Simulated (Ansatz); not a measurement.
# SiS₂: ³³S nuclear quadrupole resonance

Cell: an entry of the Crystallography Open Database (COD), ions relaxed with PBE at fixed cell.

```cif
data_SiS2
_symmetry_space_group_name_H-M 'Ibam'
_symmetry_Int_Tables_number 72
_cell_length_a 5.5640
_cell_length_b 9.5450
_cell_length_c 5.5520
_cell_angle_alpha 90.000
_cell_angle_beta 90.000
_cell_angle_gamma 90.000
loop_
_atom_site_label
_atom_site_type_symbol
_atom_site_symmetry_multiplicity
_atom_site_Wyckoff_symbol
_atom_site_fract_x
_atom_site_fract_y
_atom_site_fract_z
Si Si 4 a 0.0000 0.0000 0.7500
S S 8 j 0.2111 0.1188 0.0000
```

One atom of each set is listed; the run and its k-mesh use a cell of 6 atoms with edges of 6.18, 6.18, 6.18 Å.

All values are calculated (Ansatz; DFT, PBE, plane waves and PAW, scalar-relativistic, 420 eV cutoff, Γ-centred 8×8×8 k-points, Fermi–Dirac smearing 0.01 eV), not measured.

³³S: I = 3/2, Q = -69.40 mb (year-2017 value). Static lattice, zero field.

(1) Predict the zero-field ³³S lines of each site.

## Answers

(1) For I = 3/2 there is one line, ν = (|C_Q|/2)(1 + η²/3)^½.

| site | atoms | V_zz (10²¹ V/m²) | C_Q (MHz) | η | line frequencies (MHz) |
| --- | --- | --- | --- | --- | --- |
| S | 4 | -13.21 | 22.2 | 0.61 | 11.7 |

At S V_zz stands upright on the plane of its two bonds (within 1°).

The relaxation (3 steps) took 85 s of wall time (84 s of CPU time) and 0.57 GiB at its peak, on 1 thread of Arm Neoverse N1 (aarch64; 36 cores open to the job, memory cap 3.0 GiB, no GPU), a shared host with a load of 0.8 a core.
